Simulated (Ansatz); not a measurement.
**How many bands does the GW gap of In2O3 (R-3c) need?**

Wanted: a G0W0 gap for In2O3 (R-3c) that is converged in bands and cutoff, or an estimate of the limit.

Program: Ansatz 0.2.0. Level of theory: G0W0 on PBE, plane waves, PAW. Results are calculated unless marked as measured.

### Step 1. The starting structure

It takes space group R-3c (No. 167, trigonal). Conventional cell: a = 5.487 Å, b = 5.487 Å, c = 14.510 Å, α = 90.00°, β = 90.00°, γ = 120.00°. Nearest to In lie 6 O at 2.12 to 2.26 Å. Nearest to O lie 4 In at 2.12 to 2.26 Å. Farther neighbours and most contacts between anions are not listed.

The cell and positions come from the Crystallography Open Database and are kept as given unless a step says otherwise. This is not the form that In2O3 usually takes at ambient conditions. The default PAW set here is soft_2. Its files were made with PBE.

### Step 2. 185 empty bands, screening to 75 eV

G0W0 replaces the xc potential by the self-energy, built once from these orbitals. Only a window of levels is corrected, while the sums run over the empty bands that the input names.

File input.yaml:

```yaml
crystal:
  lattice:
    - [2.7435, 1.5839604635, 4.8366666667]
    - [-2.7435, 1.5839604635, 4.8366666667]
    - [0.0, -3.167920927, 4.8366666667]
  atoms:
    - { symbol: In, position: [0.35731, 0.35731, 0.35731] }
    - { symbol: In, position: [0.14269, 0.14269, 0.14269] }
    - { symbol: In, position: [0.64269, 0.64269, 0.64269] }
    - { symbol: In, position: [0.85731, 0.85731, 0.85731] }
    - { symbol: O, position: [0.548, 0.952, 0.25] }
    - { symbol: O, position: [0.25, 0.548, 0.952] }
    - { symbol: O, position: [0.952, 0.25, 0.548] }
    - { symbol: O, position: [0.452, 0.048, 0.75] }
    - { symbol: O, position: [0.75, 0.452, 0.048] }
    - { symbol: O, position: [0.048, 0.75, 0.452] }
kpoints:
  mp_grid: { grid: [4, 4, 4] }
hamiltonian:
  xc: pbe
scf:
  occupations: { method: fixed }
gw:
  n_empty_bands: 185
  ecut_chi: 75.0
  qp_bands: [v3, c3]
  qp_kpoints: band_edges
  screening: { model: contour_deformation }
```

Launch:

```bash
$ ansatz run input.yaml --threads 3 --pin off --max-ram 64512MiB --backend cuda --events-out ev --progress --plain --runs-dir out --devices 1 --max-vram 24GiB  # rebuilt from the run's record
```

Numbers of over 12 decimals in the logs are rounded to 6 here.

Log:

```text
GPUs: using 1 of 1 available (devices: 1).
Engine: ansatz 0.2.0, x86_64-unknown-linux-gnu
Pseudopotentials: kind: paw
Pseudopotential: In, paw, valence charge 13, recommended cutoff 420 eV (normal), In.paw.azcp
Pseudopotential: O, paw, valence charge 6, recommended cutoff 420 eV (normal), O.paw.azcp
Functional definition: PBE
  parameter kappa = 0.804
  parameter beta = 0.066725
  exchange = pbe_x(kappa = kappa, mu = beta*pi^2/3)
  correlation = pbe_c(beta = beta)
device memory: the entry about to start is reckoned to put 2.9 GiB on a device that reports 74.9 GiB free (of which the cap on the GPU budget leaves the run 24.0 GiB)
GPU FFT provider: cuFFT
GPU libraries: cuBLAS 13.8.1, cuFFT 12.4.0, cuSOLVER 12.3.2
Crystal: 10 atoms, lattice volume = 126.109 Å³
Basis set: ecut = 420 eV, 2453 PW (Γ)
Bands: 54, of which v1, the nominal top of the filled ones, is band 44 counted from 1 (43 counted from 0)
Symmetry: 12 space group operations
Space group: R-3c (ITA 167), of the structure as read, at distance tolerance 5.0e-5 Å
k-points: 13 of 64
Non-local potential: In, projectors of the file, l = 0: 2, l = 1: 2, l = 2: 2, l = 3: 2
Non-local potential: O, projectors of the file, l = 0: 2, l = 1: 2, l = 2: 1
PAW form: soft (Blöchl's): semilocal exchange-correlation on the pseudo side does not see the compensation charge
PAW one-centre angular grid: In, 590 points (default); XC on 64 Gauss nodes
PAW one-centre angular grid: O, 110 points (default); XC on 64 Gauss nodes
Initial density: superposition of atomic densities (neutral atoms: chi_scale 0, normalization atom), corrected by the library's trained network
Initial wavefunctions: pseudopotential atomic-orbital guess
GPU buffer pool allocated for 64000 grid points (all kernels)
GPU transforms: local potential and band sums: pruned to the plane-wave sphere, on 40×40×40
Functional: x = pbe(κ = 0.804, μ = 0.219515), c = pbe(β = 0.066725)
SCF iter   1: F=—  HF=-25796.293230 eV  |F-HF|=—  |Δ(HF+E_count)|=         —  Δρ=9.54e-4  dr2=3.77e-4  ethr=1.77e-3  ⟨swp⟩=4.9  Hψ=2472  notcnv=0  defer=99
preconditioner: auto → Resta (q_TF=auto, 2.569 Å⁻¹)  ε∞=4.6  [insulator: Δε(μ)=1.305 eV  Ē_g=16.395 eV  n_scr=32 (ndim 8)  ℏωp=31.0 eV  f_vac=0.019  ε∞_Penn≈4.6]
SCF iter   2: F=—  HF=-25796.293909 eV  |F-HF|=—  |Δ(HF+E_count)|=   6.79e-4  Δρ=5.19e-4  dr2=8.62e-5  ethr=4.29e-7  ⟨swp⟩=2.6  Hψ=1606  notcnv=0  defer=104
SCF iter   3: F=—  HF=-25796.294257 eV  |F-HF|=—  |Δ(HF+E_count)|=   3.48e-4  Δρ=2.12e-4  dr2=2.38e-5  ethr=9.79e-8  ⟨swp⟩=2.0  Hψ=872  notcnv=0  defer=98
SCF iter   4: F=—  HF=-25796.294316 eV  |F-HF|=—  |Δ(HF+E_count)|=   5.90e-5  Δρ=3.33e-5  dr2=1.58e-6  ethr=2.70e-8  ⟨swp⟩=2.8  Hψ=1210  notcnv=0  defer=103
SCF iter   5: F=—  HF=-25796.294317 eV  |F-HF|=—  |Δ(HF+E_count)|=   1.07e-6  Δρ=9.97e-6  dr2=1.33e-7  ethr=1.80e-9  ⟨swp⟩=3.0  Hψ=1309  notcnv=0  defer=103
SCF iter   6: F=-25796.294317 eV  HF=-25796.294317 eV  |F-HF|=6.98e-9  |Δ(HF+E_count)|=   1.27e-7  Δρ=3.42e-6  dr2=1.39e-8  ethr=1.14e-10  ⟨swp⟩=8.7  Hψ=2439  notcnv=0
SCF 1 converged in 6 iterations: F = -25796.294317 eV  dr2 = 1.39e-8
  greatest PAW one-centre occupation: 0.990 electrons in one spin orbital (limit 2), on the In atom at site 3 (counted from 0), in its partial waves of l = 2
device memory: the entry about to start is reckoned to put 3.6 GiB (of the 3.6 GiB reckoned in all, the device holds 0.1 GiB already) on a device that reports 74.2 GiB free (of which the cap on the GPU budget leaves the run 24.0 GiB)
NSCF: frozen V_eff on 13 k-points
the band table was solved once the SCF had ended and its energy, with any forces and stress, was formed, with the checks that follow a solve (2616 applications of the Hamiltonian). They found nothing against the state; the energy, forces and stress were not computed again (output.eigenvalues in the input reference)
device memory: the entry about to start is reckoned to put 4.1 GiB on a device that reports 74.0 GiB free (of which the cap on the GPU budget leaves the run 24.0 GiB)
NSCF: frozen V_eff on 13 k-points
G₀W₀ screening: q 1/13
[... further progress lines ...]
device memory: the entry about to start is reckoned to put 0.9 GiB on a device that reports 74.0 GiB free (of which the cap on the GPU budget leaves the run 24.0 GiB)
NSCF: frozen V_eff on 1 k-points
device memory: the entry about to start is reckoned to put 0.9 GiB on a device that reports 74.0 GiB free (of which the cap on the GPU budget leaves the run 24.0 GiB)
NSCF: frozen V_eff on 1 k-points
device memory: the entry about to start is reckoned to put 0.9 GiB on a device that reports 74.0 GiB free (of which the cap on the GPU budget leaves the run 24.0 GiB)
NSCF: frozen V_eff on 1 k-points
SCF converged after 6 iterations
Free energy (F): -25796.294317 eV
Harris-Foulkes:  -25796.294317 eV  (|F-HF|=6.98e-9)
Internal energy: -25796.294317 eV  (E = F + TS)
E sigma→0 (E₀):  -25796.294317 eV
Fermi energy:    8.988424 eV
--- Per-component energies (eV) ---
  E_band       = 41.059659
  E_kinetic    = 2036.805507
  E_local      = -5861.452816  (includes V_loc(G=0)·N_el)
  E_nonlocal   = 1775.048825
  E_hartree    = 2256.569663
  E_xc         = -1298.884150
  E_vxc        = -957.448040  (∫ρ·V_xc dr)
  E_paw        = -17593.286534  (= ΣΔE_a)
  E_vpaw       = -1465.046907  (= ΣTr[D̂ρ^β])
  E_aug_tail   = 0.014556  (compensation charges beyond the density's cutoff)
  E_ewald      = -7111.109369
  E_smearing   = -0.000000  (= −TS)
  E_closure    = -0.000000  (closes the sum)
  Σ components = -25796.294317   (vs F -25796.294317, Δ=0.00e0)
--- Band table (eV; the first three rows and the last of 13) ---
  k-point 0: bands = [... 40 lower, 8.7280, 8.7280, 8.9541, 8.9541, 10.2976, 14.6122, 15.3066, 16.3633, ... 6 higher]
  k-point 1: bands = [... 40 lower, 8.5901, 8.6048, 8.8252, 8.9884, 11.8766, 15.0372, 15.1239, 15.7523, ... 6 higher]
  k-point 2: bands = [... 40 lower, 8.2434, 8.2434, 8.9324, 8.9324, 13.9921, 13.9921, 14.9342, 14.9342, ... 6 higher]
  k-point 12: bands = [... 40 lower, 8.8059, 8.8059, 8.8059, 8.8059, 13.4382, 13.4382, 16.2232, 16.2232, ... 6 higher]
--- G₀W₀: contour deformation, 6 samples at zero and on the imaginary axis and 3 off it, 64 q-points, 185 empty bands' worth ---
  eigenvalues of the whole cell's RPA ε∞ on this k-mesh (on a slab, of 1 + 4πα/V) = 5.0186, 5.1644, 5.1644; static W/v taken at q = 0 is 0.195416
  bands read: the sum over 229 bands ends inside a degenerate multiplet in 4 slots, whose members it reads at an even weight; the widest, k=12: bands 229 to 232 (counted from 1) at 1/4 each
  gw.qp_kpoints: band_edges: 13 of 13 stored k-points solved, in 1 pass; an edge of the gap read off the rows below is read off those points alone
  `?` marks the rows in doubt; gw_qp.tsv's column doubts and the gw_qp event give each row's grounds
    ik  band        ε_KS         Σx   Σc(E_QP)       V_xc       Z   E_QP_lin       E_QP  E_QP is
     0    42      8.7280   -26.5821     4.8950   -21.3427  0.7430     8.3811     8.3837  root
     0    43      8.9541   -27.5722     4.7078   -22.5533  0.7505     8.6410     8.6430  root
     0    44      8.9541   -27.5722     4.7078   -22.5533  0.7505     8.6410     8.6430  root
     0    45     10.2976   -12.3937    -3.1500   -16.1400  0.8219    10.8988    10.8939  root
     0    46     14.6122    -9.2370    -4.1560   -14.2515  0.8105    15.4863    15.4706  root
     0    47     15.3066   -12.9607    -4.2933   -18.5615  0.7922    16.7021    16.6140  root ?
     1    42      8.6048   -26.9161     4.6939   -21.8703  0.7481     8.2502     8.2529  root
     1    43      8.8252   -26.7090     4.9798   -21.3751  0.7419     8.4683     8.4711  root
     1    44      8.9884   -26.9149     4.9632   -21.6165  0.7431     8.6508     8.6532  root
     1    45     11.8766   -14.3366    -2.7423   -17.9110  0.8011    12.7206    12.7086  root
     1    46     15.0372   -12.4678    -4.1962   -17.8949  0.7973    16.3223    16.2681  root
     1    47     15.1239   -11.4160    -4.1811   -16.7153  0.7930    16.2797    16.2421  root
     2    42      8.2434   -26.3265     4.7821   -21.1710  0.7428     7.8666     7.8699  root
     2    43      8.9324   -26.9241     4.9461   -21.6347  0.7435     8.5865     8.5890  root
     2    44      8.9324   -26.9241     4.9461   -21.6347  0.7435     8.5865     8.5890  root
     2    45     13.9921   -13.7218    -3.5856   -18.4211  0.7876    15.1414    15.1058  root
     2    46     13.9921   -13.7218    -3.5856   -18.4211  0.7876    15.1414    15.1058  root
     2    47     14.9342   -11.6361    -4.1769   -16.9351  0.8001    16.0922    16.0562  root
     3    42      8.7013   -26.9988     4.8170   -21.8271  0.7462     8.3439     8.3466  root
     3    43      8.7469   -26.5154     5.0196   -21.1168  0.7406     8.3646     8.3679  root
     3    44      8.9328   -27.3357     4.7588   -22.2725  0.7484     8.6264     8.6283  root
     3    45     12.1911   -14.4806    -2.7893   -18.1475  0.7985    13.0830    13.0687  root
     3    46     15.1071   -12.6055    -4.2195   -18.0690  0.7952    16.4092    16.3511  root
     3    47     15.1425   -11.4237    -4.1648   -16.7003  0.7920    16.2917    16.2543  root
     4    42      8.7381   -26.7984     4.8670   -21.5686  0.7445     8.3724     8.3753  root
[...]
6    47     15.5108   -13.6250    -4.3314   -19.2741  0.7751    16.9279    16.8285  root ?
[...]
7    47     15.5383   -12.6534    -4.4210   -18.3800  0.7915    16.9325    16.8440  root ?
[...]
8    47     15.5605   -12.9166    -4.3907   -18.6122  0.7865    16.9548    16.8655  root ?
[...]
10    47     15.5426   -13.2881    -4.3356   -18.9296  0.7806    16.9416    16.8485  root ?
[...]
11    46     14.6151   -13.4475    -3.9025   -18.5409  0.7868    15.8494    15.8060  root
    11    47     14.9935   -12.7396    -4.0170   -17.9286  0.7851    16.2098    16.1656  root
    12    42      8.8059   -26.9404     4.8523   -21.7496  0.7449     8.4649     8.4674  root
    12    43      8.8059   -26.9404     4.8523   -21.7496  0.7449     8.4649     8.4674  root
    12    44      8.8059   -26.9404     4.8523   -21.7496  0.7449     8.4649     8.4674  root
    12    45     13.4382   -13.2560    -3.4015   -17.6445  0.7947    14.4500    14.4253  root
    12    46     13.4382   -13.2560    -3.4015   -17.6445  0.7947    14.4500    14.4253  root
    12    47     16.2232   -13.2848    -4.5898   -19.3480  0.7743    17.7407    17.6966  root
```

The job ended after 11 s (1 × NVIDIA H100 80GB HBM3 (shared by 3 runs) with 3 threads of AMD EPYC 7R13 (Zen 3), shared host; peak memory 1.4 GiB; 18 s of CPU time).

This step gave:

```
bands summed                                 : 229
RPA ε∞ on this mesh (eigenvalues)            : 5.019, 5.164, 5.164
plane waves in the screening matrix          : 175
q-points in the mesh                         : 64
G0W0 gap on the mesh                         : 2.241 eV
k of the valence top                         : 0, 0, 0.25
k of the conduction bottom                   : 0, 0, 0
starting gap on the mesh                     : 1.309 eV
Z at the valence top                         : 0.7431
Z at the conduction bottom                   : 0.8219
least direct G0W0 gap on the computed points : 2.251 eV
```

The gap on the mesh goes from 1.31 eV to 2.24 eV, a correction of +0.93 eV. Between the two edge states, bare exchange in place of the xc potential would open the gap by 9.04 eV, and correlation takes back 8.11 eV.

### Step 3. 526 empty bands, screening to 150 eV

Bands and screening cutoff are moved together, since each hides the error of the other.

input.yaml, as its differences from that of step 2:

```diff
@@ -23,4 +23,4 @@
 gw:
-  n_empty_bands: 185
-  ecut_chi: 75.0
+  n_empty_bands: 526
+  ecut_chi: 150.0
   qp_bands: [v3, c3]
```

Log:

```text
GPUs: using 1 of 1 available (devices: 1).
[...]
GPU FFT provider: cuFFT
GPU libraries: cuBLAS 13.8.1, cuFFT 12.4.0, cuSOLVER 12.3.2
Crystal: 10 atoms, lattice volume = 126.109 Å³
Basis set: ecut = 420 eV, 2453 PW (Γ)
Bands: 54, of which v1, the nominal top of the filled ones, is band 44 counted from 1 (43 counted from 0)
[... 1 set-up line as in the run before ...]
[...]
k-points: 13 of 64
[...]
GPU buffer pool allocated for 64000 grid points (all kernels)
[...]
SCF iter   1: F=—  HF=-25796.293230 eV  |F-HF|=—  |Δ(HF+E_count)|=         —  Δρ=9.54e-4  dr2=3.77e-4  ethr=1.77e-3  ⟨swp⟩=4.9  Hψ=2472  notcnv=0  defer=99
[...]
SCF iter   6: F=-25796.294317 eV  HF=-25796.294317 eV  |F-HF|=6.98e-9  |Δ(HF+E_count)|=   1.27e-7  Δρ=3.42e-6  dr2=1.39e-8  ethr=1.14e-10  ⟨swp⟩=8.7  Hψ=2439  notcnv=0
SCF 1 converged in 6 iterations: F = -25796.294317 eV  dr2 = 1.39e-8
[...]
NSCF: frozen V_eff on 13 k-points
[...]
G₀W₀ screening: q 1/13
[... further progress lines ...]
[...]
SCF converged after 6 iterations
Free energy (F): -25796.294317 eV
[...]
Internal energy: -25796.294317 eV  (E = F + TS)
E sigma→0 (E₀):  -25796.294317 eV
Fermi energy:    8.988424 eV
[...]
--- Band table (eV; the first three rows and the last of 13) ---
  k-point 0: bands = [... 40 lower, 8.7280, 8.7280, 8.9541, 8.9541, 10.2976, 14.6122, 15.3066, 16.3633, ... 6 higher]
  k-point 1: bands = [... 40 lower, 8.5901, 8.6048, 8.8252, 8.9884, 11.8766, 15.0372, 15.1239, 15.7523, ... 6 higher]
  k-point 2: bands = [... 40 lower, 8.2434, 8.2434, 8.9324, 8.9324, 13.9921, 13.9921, 14.9342, 14.9342, ... 6 higher]
  k-point 12: bands = [... 40 lower, 8.8059, 8.8059, 8.8059, 8.8059, 13.4382, 13.4382, 16.2232, 16.2232, ... 6 higher]
[...]
0    42      8.7280   -26.5821     4.5645   -21.3427  0.7372     8.0422     8.0532  root
     0    43      8.9541   -27.5722     4.3484   -22.5533  0.7444     8.2736     8.2837  root
     0    44      8.9541   -27.5722     4.3484   -22.5533  0.7444     8.2736     8.2837  root
     0    45     10.2976   -12.3937    -3.3367   -16.1400  0.8165    10.7092    10.7072  root
     0    46     14.6122    -9.2370    -4.4120   -14.2515  0.8087    15.2211    15.2146  root
     0    47     15.3066   -12.9607    -4.6592   -18.5615  0.7891    16.2694    16.2482  root
     1    42      8.6048   -26.9161     4.3532   -21.8703  0.7422     7.9008     7.9121  root
     1    43      8.8252   -26.7090     4.6536   -21.3751  0.7360     8.1337     8.1448  root
[...]
12    44      8.8059   -26.9404     4.5134   -21.7496  0.7389     8.1177     8.1285  root
    12    45     13.4382   -13.2560    -3.6854   -17.6445  0.7903    14.1510    14.1413  root
    12    46     13.4382   -13.2560    -3.6854   -17.6445  0.7903    14.1510    14.1413  root
    12    47     16.2232   -13.2848    -5.0210   -19.3480  0.7705    17.2970    17.2654  root
```

Run time: 31 s. Hardware: 1 × NVIDIA H100 80GB HBM3 (shared by 3 runs) with 3 threads; peak memory 2.3 GiB; 54 s of CPU time.

Numbers from this step:

- bands summed: 570
- RPA ε∞ on this mesh (eigenvalues): 4.924, 5.070, 5.070
- plane waves in the screening matrix: 543
- q-points in the mesh: 64
- G0W0 gap on the mesh: 2.386 eV
- k of the valence top: 0, 0, 0.25
- k of the conduction bottom: 0, 0, 0
- starting gap on the mesh: 1.309 eV
- Z at the valence top: 0.7372
- Z at the conduction bottom: 0.8165
- least direct G0W0 gap on the computed points: 2.424 eV

Against the run with 4×4×4 mesh, 185 empty bands, screening to 75 eV, the gap moves by +0.15 eV.

### Step 4. Changing the frequency model: 4×4×4 mesh, 526 empty bands, screening to 150 eV, plasmon pole

A plasmon pole stands in for the full frequency dependence of the screening; this run shows what that costs in accuracy.

input.yaml, as its differences from that of step 3:

```diff
@@ -27,2 +27,2 @@
   qp_kpoints: band_edges
-  screening: { model: contour_deformation }
+  screening: { model: godby_needs }
```

Log:

```text
GPUs: using 1 of 1 available (devices: 1).
[...]
GPU FFT provider: cuFFT
GPU libraries: cuBLAS 13.8.1, cuFFT 12.4.0, cuSOLVER 12.3.2
Crystal: 10 atoms, lattice volume = 126.109 Å³
Basis set: ecut = 420 eV, 2453 PW (Γ)
Bands: 54, of which v1, the nominal top of the filled ones, is band 44 counted from 1 (43 counted from 0)
[... 1 set-up line as in the run before ...]
[...]
k-points: 13 of 64
[...]
1    43      8.8252   -26.7090     4.6811   -21.3751  0.7818     8.1698     8.1723  root
[...]
12    44      8.8059   -26.9404     4.5471   -21.7496  0.7831     8.1598     8.1622  root
    12    45     13.4382   -13.2560    -3.5793   -17.6445  0.8229    14.2492    14.2474  root
    12    46     13.4382   -13.2560    -3.5793   -17.6445  0.8229    14.2492    14.2474  root
    12    47     16.2232   -13.2848    -4.8186   -19.3480  0.8146    17.4728    17.4678  root
[key lines of the parts left out:]
SCF converged after 6 iterations
Free energy (F): -25796.294317 eV
Fermi energy:    8.988424 eV
```

Elapsed: 72 s, on 1 × NVIDIA H100 80GB HBM3 (shared by 3 runs) with 3 threads; peak memory 3.9 GiB; 2.4 min of CPU time.

This step gave:

| Property | Result |
| --- | --- |
| bands summed | 570 |
| plasmon-pole fit frequency | 31.02 eV |
| RPA ε∞ on this mesh (eigenvalues) | 4.924, 5.070, 5.070 |
| plane waves in the screening matrix | 543 |
| G0W0 gap on the mesh | 2.410 eV |
| k of the valence top | 0, 0, 0.25 |
| k of the conduction bottom | 0, 0, 0 |
| starting gap on the mesh | 1.309 eV |
| least direct G0W0 gap on the computed points | 2.433 eV |

Against the run with 4×4×4 mesh, 526 empty bands, screening to 150 eV, the gap moves by +0.02 eV.

### Step 5. The runs together

Times are wall times on 1 × NVIDIA H100 80GB HBM3 (shared by 3 runs) with 3 threads of AMD EPYC 7R13 (Zen 3), shared host, good to a factor of about two.

```
 mesh        files            frequency  bands summed  cutoff (eV)  start (eV)  G0W0 (eV)  time  host memory (GiB)
4×4×4  default PAW  contour deformation           229           75       1.309      2.241  11 s                1.4
4×4×4  default PAW  contour deformation           570          150       1.309      2.386  31 s                2.3
4×4×4  default PAW         plasmon pole           570          150       1.309      2.410  72 s                3.9
```

The parts of the quasiparticle energy at the two band edges (eV; QP = start + Σx + Σc − Vxc):

| run | edge | start | Σx | Σc | Vxc | Z | QP |
| --- | --- | --- | --- | --- | --- | --- | --- |
| 229 bands | valence top | 8.99 | -26.91 | 4.96 | -21.62 | 0.74 | 8.65 |
| 229 bands | conduction bottom | 10.30 | -12.39 | -3.15 | -16.14 | 0.82 | 10.89 |
| 570 bands | valence top | 8.99 | -26.91 | 4.63 | -21.62 | 0.74 | 8.32 |
| 570 bands | conduction bottom | 10.30 | -12.39 | -3.34 | -16.14 | 0.82 | 10.71 |

### Step 6. Outcome

```yaml
229_bands_75_ev: 2.241 eV
570_bands_150_ev: 2.386 eV
estimated_limit_in_bands_and_cutoff: 2.48 eV
mesh_and_start: 4×4×4, PBE
```

A line in one over the bands through the two rungs gives 2.48 eV, +0.10 eV from the top rung; with two points alone it is an unchecked estimate. The rungs stand 0.24 eV (229 bands) and 0.10 eV (570 bands) from it. From 229 to 570 bands the gap moves by +0.15 eV while the time grows 2.8-fold. Σc changes by −0.33 eV at the valence top and −0.19 eV at the conduction bottom, so both edges matter. The plasmon-pole model gives +0.02 eV against contour deformation, 2 % of the correction, and saved no time in this program. The many-body steps are scalar-relativistic: spin-orbit coupling is not in them.

[Paths, hosts, dates, memory and timing lines, banners, echoed tables and standing remarks are left out of the program output.]

[Logs are printed without paths, hosts, clocks, repeated set-up lines and the standing remarks that a program may print on its own settings, such as how far it seeks lower states.]

[Runs of the session that timed out or met a known fault of the program may be left out.]

[Cells called generated may have been cut or substituted from an entry of the Crystallography Open Database or the Materials Project.]

[Hosts, paths, dates, database ids (printed as entryN), source tags and the programs' standing remarks are cut or masked in the printed files.]
